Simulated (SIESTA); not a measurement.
Crystal: TiB2.

```
CELL_PARAMETERS angstrom
3.02920 0.00000 0.00000
-1.51460 2.62336 0.00000
0.00000 0.00000 3.22840
ATOMIC_POSITIONS crystal
Ti 0.00000 0.00000 0.00000
B 0.66667 0.33333 0.50000
B 0.33333 0.66667 0.50000
```

| Quantity | Value |
| --- | --- |
| Program | SIESTA 5.4.2 |
| Task | single point |
| Functional | PBEsol |
| Potentials or basis | PseudoDojo 0.4 standard (PBEsol files) |
| Basis | DZP (energy shift 0.003 Ry; two zetas on semicore shells) |
| Grid cutoff | 800 Ry |
| Energy shift | 0.003 Ry |
| k mesh | 10 × 10 × 8 |
| Occupations | fermi-dirac, width 0.05 eV |
| Spin | no spin polarisation |

On this cell: pressure -2.1 GPa; largest force under 0.003 eV/Å; band gap on the k mesh none (metal or under the smearing width).

The same run follows on a disturbed copy (atoms moved at random, drawn with an rms of 0.05 Å):

```xyz
3
Lattice="3.0292 0.0000 0.0000 -1.5146 2.6234 0.0000 0.0000 0.0000 3.2284" Properties=species:S:1:pos:R:3 pbc="T T T"
Ti    0.0109   -0.0365   -0.0493
B     1.5136    0.8224    1.6230
B    -0.0053    1.7485    1.5951
```

Task: What does the disturbed cell give?

Result: The energy (extrapolated to zero smearing) moves by +13.6 meV/atom; pressure -1.6 GPa; largest force 1.020 eV/Å; band gap on the k mesh none (metal or under the smearing width).

Forces in eV/Å, atoms in the order of the input:
```
Ti  -0.195  0.136  0.610
B    0.036  0.858 -0.446
B    0.160 -0.994 -0.164
```

Stress tensor (GPa, compression positive):
```
-1.58  0.11 -0.15
 0.11  2.55  0.12
-0.15  0.12 -5.81
```

Caveats: the basis of atomic orbitals isn't converged, which shifts pressures, moduli and gaps.
